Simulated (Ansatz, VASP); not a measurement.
Given: the input of a run of VASP 6.6.1 on AlNi.

The input INCAR:

```
SYSTEM = AlNi
PREC = Accurate
ENCUT = 520
EDIFF = 1E-7
ISMEAR = 0
SIGMA = 0.02
LREAL = .FALSE.
LASPH = .TRUE.
NELM = 150
ALGO = Normal
ISIF = 2
LWAVE = .FALSE.
LCHARG = .TRUE.
ISPIN = 2
MAGMOM = 1 0
LORBIT = 11
LMAXMIX = 4
GGA = PE
LELF = .TRUE.
LVHAR = .TRUE.
NBANDS = 18
```

KPOINTS

```
Automatic mesh
0
G
  9 9 9
  0 0 0
```

POSCAR

```
AlNi
1.0
    2.8810000000      0.0000000000      0.0000000000
    0.0000000000      2.8810000000      0.0000000000
    0.0000000000      0.0000000000      2.8810000000
Ni Al
1 1
Direct
    0.5000000000      0.5000000000      0.5000000000
    0.0000000000      0.0000000000      0.0000000000
```

Potentials or basis: VASP PAW PBE potentials, release 64 (Ni, Al).

The run is started by

```sh
$ cat potpaw_PBE.64/Ni/POTCAR potpaw_PBE.64/Al/POTCAR > POTCAR
$ mpirun -np 1 vasp_std > vasp.out
```

Problem. Translate it to Ansatz 0.2.0. Potentials there: all-electron LAPW, scalar-relativistic.

Solution. As run (the cutoff follows the program's own potentials):

Contents of input.yaml:

```yaml
crystal:
  lattice:
    - [2.881, 0.0, 0.0]
    - [0.0, 2.881, 0.0]
    - [0.0, 0.0, 2.881]
  atoms:
    - { symbol: Ni, position: [0.5, 0.5, 0.5], spin: 1.0 }
    - { symbol: Al, position: [0.0, 0.0, 0.0] }
kpoints:
  mp_grid: { grid: [9, 9, 9] }
scf:
  occupations: { method: gaussian, width: 0.02 }
hamiltonian:
  xc: pbe
  pseudopotentials: { kind: all_electron, lapw: { basis_error: 0.001 } }
magnetization:
  spin_polarized: true
output:
  forces: true
  stress: true
  eigenvalues: true
```

Potentials or basis: all-electron LAPW, scalar-relativistic.

The run is started by

```console
$ ansatz run input.yaml --threads 2 --pin off --max-ram 6144MiB --backend cpu --events-out ev --progress --plain --runs-dir out
```

Both were run:

|  | VASP | Ansatz | Ansatz less VASP |
| --- | --- | --- | --- |
| gap on the k mesh at the Fermi level (eV) | none | none | - |
| pressure (GPa) | 1.9 | 1.9 | -0.05 |
| net moment per atom (μB) | 0.00 | 0.00 | 0.000 |

A gap of «none» marks a metal or a gap that the smearing closes. Ansatz ran all-electron here, so the differences hold the error of VASP's frozen core and of both bases.

Caveats: the starting moments weren't kept (Ansatz).
